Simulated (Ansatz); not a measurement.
The system is CdO (Monteponite).

```xyz
2
Lattice="0.0000 2.3495 2.3495 2.3495 0.0000 2.3495 2.3495 2.3495 0.0000" Properties=species:S:1:pos:R:3 pbc="T T T"
Cd    0.0000    0.0000    0.0000
O     2.3495    2.3495    2.3495
```

* Program: Ansatz 0.2.0
* Task: relaxation of cell and atoms
* Functional: BLYP
* Dispersion: D3(BJ)
* Potentials or basis: all-electron LAPW, scalar-relativistic
* Basis error allowed: 0.001 eV/atom
* k mesh: 10 × 10 × 10
* Occupations: fermi-dirac, width 0.05 eV
* Spin: no spin polarisation

At the start: volume 12.97 Å³/atom.

Task: Where does the relaxation end?

Result: Over 4 steps the energy falls by 4.5 meV/atom and the volume is 13.34 Å³/atom (+2.9 %); space group Fm-3m (No. 225, to 0.05 Å).

The path:
| step | energy change (eV) | largest force (eV/Å) | volume (Å³) |
| --- | --- | --- | --- |
| 1 | 0.0000 | 0.0000 | 25.94 |
| 2 | -0.0087 | 0.0000 | 26.81 |
| 3 | -0.0089 | 0.0000 | 26.68 |
| 4 | -0.0089 | 0.0000 | 26.68 |

Final structure:
```
Cd O
1.0
     0.00000    2.37180    2.37180
     2.37180    0.00000    2.37180
     2.37180    2.37180    0.00000
Cd O
1 1
Direct
  0.00000 0.00000 0.00000
  0.50000 0.50000 0.50000
```
